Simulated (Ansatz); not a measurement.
## PtSb under pressure: fit and missing row

PtSb, P6_3/mmc, a = 4.171 Å, c = 5.468 Å. The structure is a COD entry; whether it is the stable form wasn't checked. Ansatz: PBEsol, PAW, 420 eV, Γ-centred 12×12×8 mesh on 4 atoms, Gaussian smearing 0.10 eV; no spin polarisation. Cell and atoms are relaxed at each pressure, and no other structure is tried, so the rows at high pressure may lie past a change of phase.

| V (Å³/atom) | P (GPa) |
| --- | --- |
| ? | 90.04 |
| 16.704 | 50.01 |
| 18.118 | 24.97 |
| 19.184 | 11.95 |
| 20.049 | 4.04 |
| 20.452 | 0.99 |
| 20.596 | -0.01 |
| 20.744 | -1.00 |

Problem. Take V0 = 20.596 Å³/atom, count pressures from its P0 = -0.01 GPa, fit the third-order Birch–Murnaghan form to the other rows, and predict the missing volume.

Solution. With the Eulerian strain f = ½[(V0/V)^(2/3) − 1] and y = (P − P0)/[3f(1 + 2f)^(5/2)], the form is the line y = B0 + 1.5 B0 (B0′ − 4) f. Rows (f, y): 0.07493, 156.9; 0.04461, 150.7; 0.02424, 146.1; 0.00905, 142.6; 0.00234, 140.8; -0.00238, 140.3. Means f = 0.02547, y = 146.23; Σ(Δf)² = 0.004394, ΣΔfΔy = 0.9638; the slope is their ratio. y = 140.6 + 219.3 f GPa, so B0 = 140.6 GPa and B0′ = 4 + 2 × (219.3)/(3 × 140.6) = 5.04. P = 90.04 GPa is met at f = 0.11053 (y = 164.84), so V = V0 (1 + 2f)^(−3/2) = 15.264 Å³/atom. The run gave 15.262 Å³/atom, so the fit is 0.002 Å³/atom too high, within twice the rms miss on the fitted rows (0.002 Å³/atom). The form still works here, 78 % of the fitted range beyond its end.

Spin–orbit coupling is left out, which can shift energies with elements as heavy as these.